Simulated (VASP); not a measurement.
## Ca under changes of volume

One of the cells (45.616 Å³/atom); the others are scaled copies at fixed shape and fractional positions:

```
Ca
1.0
     4.00636    0.00000    0.00000
    -2.00318    3.46961    0.00000
     0.00000    0.00000    6.56318
Ca
2
Direct
  0.66667 0.33333 0.75000
  0.33333 0.66667 0.25000
```

This isn't the form of Ca at room conditions, which is fcc.

| Quantity | Value |
| --- | --- |
| Program | VASP 6.6.1 |
| Functional | r2SCAN |
| Potentials or basis | VASP PAW PBE potentials, release 64 (Ca_sv) |
| Cutoff | 520 eV |
| k mesh | 8 × 8 × 4 |
| Occupations | fermi-dirac, width 0.05 eV |
| Spin | no spin polarisation |

```csv
volume (Å³/atom),energy over the lowest point (meV/atom),pressure (GPa)
42.038,3.18,0.6
42.932,0.51,0.2
43.827,0.00,-0.1
45.616,4.71,-0.8
46.510,?,?
47.405,16.09,-1.3
```

**Question.** What does the run at 46.510 Å³/atom give?

**Answer.** Energy over the lowest point 9.63 meV/atom; pressure -1.1 GPa.

Worked out: A Birch-Murnaghan fit of order 3 (a polynomial in V^(-2/3)) to the other rows has its minimum at 43.60 Å³/atom with B0 = V·E''(V) = 17.6 GPa and B' = 3.2 at fixed shape and positions, which overstates the stiffness. It gives 9.63 meV/atom at 46.510 Å³/atom, against the run's 9.63, and -dE/dV = -1.0 GPa, against -1.1.

Energies are extrapolated to zero smearing.

Caveats: the PAW data sets were made with another functional, which shifts forces and pressure a little.
